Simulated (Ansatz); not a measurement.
ScAl3 in Ansatz: the effect of target pressure

Crystal: ScAl3.

```
CELL_PARAMETERS angstrom
4.08781 0.00000 0.00000
0.00000 4.08781 0.00000
0.00000 0.00000 4.08781
ATOMIC_POSITIONS crystal
Sc 0.00000 0.00000 0.00000
Al 0.50000 0.50000 0.00000
Al 0.00000 0.50000 0.50000
Al 0.50000 0.00000 0.50000
```

The cell is a database's computed one.

Alike in all runs:

| Property | Result |
| --- | --- |
| Program | Ansatz 0.2.0 |
| Task | relaxation of cell and atoms |
| Functional | PBEsol |
| Potentials or basis | Ansatz PAW |
| Cutoff | 420 eV (not typed: the program's choice for these potentials) |
| k mesh | 7 × 7 × 7 |
| Occupations | fermi-dirac, width 0.05 eV |
| Spin | no spin polarisation |

Each run relaxes the cell or the atoms first.

**Question.** One run gave: relaxed volume 13.63 Å³/atom. Which target pressure did it use?
A. 20 GPa
B. 10 GPa
C. 30 GPa
D. 0 GPa
E. 5 GPa

**Answer.** C.

```csv
target pressure,relaxed volume (Å³/atom)
0 GPa,16.87
2 GPa,16.52
5 GPa,16.06
10 GPa,15.41
20 GPa,14.40
30 GPa,13.63
```

Caveats: the plane-wave basis is chosen anew once the cell has moved, so the energies of steps on either side of that aren't comparable; the PAW data sets come from PBE, with cores solved anew for the run's functional, which leaves a small shift of forces and pressure; the volume moved by over 15 % at a fixed basis, so the end points are rough (some runs).
